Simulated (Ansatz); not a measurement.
## How much do the gradients of ZnS depend on the method?

Cell: a computed structure from the Materials Project (it need not be an observed phase), atoms as given.

```yaml
crystal:
  lattice:
    - [3.80509, 0.00000, 0.00000]
    - [-1.90254, 3.29530, 0.00000]
    - [0.00000, 0.00000, 24.91593]
  atoms:
    - { symbol: Zn, position: [0.33333, 0.66667, 0.12512] }
    - { symbol: Zn, position: [0.00000, 0.00000, 0.00016] }
    - { symbol: Zn, position: [0.66667, 0.33333, 0.62505] }
    - { symbol: Zn, position: [0.66667, 0.33333, 0.87514] }
    - { symbol: Zn, position: [0.00000, 0.00000, 0.75002] }
    - { symbol: Zn, position: [0.33333, 0.66667, 0.50008] }
    - { symbol: Zn, position: [0.00000, 0.00000, 0.37509] }
    - { symbol: Zn, position: [0.66667, 0.33333, 0.25013] }
    - { symbol: S, position: [0.66667, 0.33333, 0.34372] }
    - { symbol: S, position: [0.66667, 0.33333, 0.71858] }
    - { symbol: S, position: [0.33333, 0.66667, 0.21873] }
    - { symbol: S, position: [0.00000, 0.00000, 0.84367] }
    - { symbol: S, position: [0.66667, 0.33333, 0.96881] }
    - { symbol: S, position: [0.00000, 0.00000, 0.09373] }
    - { symbol: S, position: [0.33333, 0.66667, 0.59369] }
    - { symbol: S, position: [0.00000, 0.00000, 0.46869] }
```

Atom numbers follow the list; atoms alike are taken as one site, whose name carries the number of the first.

First run. All values are calculated (Ansatz; DFT, PBE, plane waves and PAW, scalar-relativistic, 420 eV cutoff, Γ-centred 8×8×2 k-points, Fermi–Dirac smearing 0.02 eV), not measured.

| site | atom | V_zz (10²¹ V/m²) | η |
| --- | --- | --- | --- |
| Zn2 | 2 | 0.043 | 0.00 |
| Zn4 | 4 | -0.056 | 0.00 |
| Zn5 | 5 | -0.091 | 0.00 |
| S9 | 9 | 0.082 | 0.00 |
| S10 | 10 | 0.13 | 0.00 |
| S11 | 11 | 0.093 | 0.00 |
| S14 | 14 | 0.092 | 0.00 |
| S12 | 12 | 0.29 | 0.00 |
| S13 | 13 | 0.24 | 0.00 |
| S15 | 15 | 0.085 | 0.00 |
| S16 | 16 | 0.088 | 0.00 |

Second run. The same atoms and settings, except that the functional is r2SCAN and the cutoff is 500 eV.

**Question.** Given the first result, estimate the second.

**Answer.** 

| site | atom | V_zz | η | change of V_zz |
| --- | --- | --- | --- | --- |
| Zn2 | 2 | 0.038 | 0.00 | -0.01 |
| Zn4 | 4 | -0.053 | 0.00 | 0.00 |
| Zn5 | 5 | -0.084 | 0.00 | +0.01 |
| S9 | 9 | 0.081 | 0.00 | 0.00 |
| S10 | 10 | 0.11 | 0.00 | -0.02 |
| S11 | 11 | 0.091 | 0.00 | 0.00 |
| S14 | 14 | 0.089 | 0.00 | 0.00 |
| S12 | 12 | 0.29 | 0.00 | 0.00 |
| S13 | 13 | 0.25 | 0.00 | +0.01 |
| S15 | 15 | 0.083 | 0.00 | 0.00 |
| S16 | 16 | 0.086 | 0.00 | 0.00 |

No V_zz moves by more than 0.02. Sites with |V_zz| of 0.02 or less aren't listed.

For the second run: With these PAW files V_zz is typically within 2 to 3 % of all-electron values, but misses above 10 % occur on Zn.
